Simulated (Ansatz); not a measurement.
Method: DFT PBE, scalar-relativistic, plane waves, PAW in Ansatz 0.2.0. All cells share a 420 eV cutoff and Γ-centred k meshes spaced at most about 0.3 Å⁻¹ (about 0.25 or finer for metals, 2π included). Spin is collinear in cells that carry moments; the others ran without spin or lost their moments.

Each guess is relaxed in cell and atoms at zero pressure, on a coarse mesh first where it starts far from rest and then on a converged one. The steps can't lower the symmetry of the start, but it can rise. Energies are static (0 K, no zero-point motion).

Two unrelaxed guesses for Ga3N4:

A.

```
CELL_PARAMETERS angstrom
4.73470 0.00000 0.00000
0.00000 4.73470 0.00000
0.00000 0.00000 4.73470
ATOMIC_POSITIONS crystal
Ga 0.00000 0.00000 0.50000
Ga 0.50000 0.00000 0.00000
Ga 0.00000 0.50000 0.00000
N 0.28429 0.71571 0.28429
N 0.71571 0.28429 0.28429
N 0.28429 0.28429 0.71571
N 0.71571 0.71571 0.71571
```

B.

```
CELL_PARAMETERS angstrom
-2.21014 2.21014 4.37461
2.21014 -2.21014 4.37461
2.21014 2.21014 -4.37461
ATOMIC_POSITIONS crystal
Ga 0.25000 0.75000 0.50000
Ga 0.50000 0.50000 0.00000
Ga 0.75000 0.25000 0.50000
N 0.00000 0.50000 0.50000
N 0.24412 0.24412 0.00000
N 0.50000 0.00000 0.50000
N 0.75588 0.75588 0.00000
```

Problem. Do they relax into the same structure? If not, which is lower?

Solution. No. A ends lower, by 182 meV/atom. A: P-43m at 15.2 Å³/atom → P-43m at 13.6 Å³/atom; B: I4/mmm at 12.2 Å³/atom → I4/mmm at 10.8 Å³/atom. Counting N atoms around Ga (those within 1.25 times the shortest such distance or 1.15 times the sum of covalent radii, 1.27 where that leaves under three), the end of A has Ga 4 and the end of B has Ga 6. End of A. Conventional cell: a = 4.571 Å. Ga is surrounded by 4 N at 1.93 Å; around N lie 3 Ga at 1.93 Å. End of B. Conventional cell: a = 4.208 Å, c = 8.521 Å. Ga on a site of symmetry -4m2 is surrounded by 6 N at 2.11–2.13 Å; Ga on a site of symmetry 4/mmm has 6 N at 2.01–2.10 Å; N on a site of symmetry mmm has 4 Ga at 2.10–2.13 Å; 1 more site not described.

Ends held by symmetry can be saddle points. Even the lowest of the cells shown lies +0.52 eV/atom against the elements. In P-43m an odd number of electrons in the primitive cell allows no gap without spin; a larger cell or a magnetic state could open one. A magnetic state wasn't ruled out in cells without spin, among them P-43m. The magnetic state reached may not be the lowest. Some candidate types were left out of the draw beforehand, so a known form may be missing.
